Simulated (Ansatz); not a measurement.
Crystal: Ga.

```
CELL_PARAMETERS angstrom
1.38300 -4.02650 0.00000
1.38300 4.02650 0.00000
-0.11745 0.00000 3.32993
ATOMIC_POSITIONS crystal
Ga 0.13100 0.86900 0.75000
Ga 0.86900 0.13100 0.25000
```

This isn't the form of Ga at room conditions, which is orthorhombic.

```yaml
Program: Ansatz 0.2.0
Task: relaxation of cell and atoms
Functional: HSE06
Potentials_or_basis: Ansatz PAW
Cutoff: "420 eV (not typed: the program's choice for these potentials)"
k_mesh: 5 × 5 × 4
Occupations: fermi-dirac, width 0.05 eV
Spin: no spin polarisation
```

At the start: volume 18.54 Å³/atom.

Task: How do energy, volume and symmetry change on relaxing?

Result: It ends after 10 steps and the volume is 18.30 Å³/atom (-1.3 %); space group C2/c (No. 15, to 0.05 Å).

Step by step:
| step | energy change (eV) | largest force (eV/Å) | volume (Å³) |
| --- | --- | --- | --- |
| 1 | 0.0000 | 0.3995 | 37.09 |
| 2 | -0.0185 | 0.0950 | 36.93 |
| 3 | -0.0413 | 0.0544 | 37.18 |
| 4 | -0.0479 | 0.0533 | 37.20 |
| 5 | -0.0598 | 0.0266 | 36.63 |
| 6 | -0.0650 | 0.0242 | 36.61 |
| 7 | -0.0655 | 0.0050 | 36.60 |
| 8 | -0.0656 | 0.0031 | 36.60 |
| 9 | -0.0656 | 0.0008 | 36.60 |
| 10 | -0.0650 | 0.0010 | 36.60 |

Final structure:
```
Ga
1.0
     1.40847   -3.95895   -0.07410
     1.40847    3.95895   -0.07410
    -0.29804    0.00000    3.29748
Ga
2
Cartesian
  1.1849 2.8690 2.3990
  1.3340 -2.8690 0.7503
```

Caveat: the k mesh is coarse (spacing up to 0.48 Å⁻¹), so the values aren't converged, least of all with exact exchange; the plane-wave basis is chosen anew once the cell has moved, so the energies of steps on either side of that aren't comparable; the PAW data sets come from PBE, with cores solved anew for the run's functional, which leaves a small shift of forces and pressure.
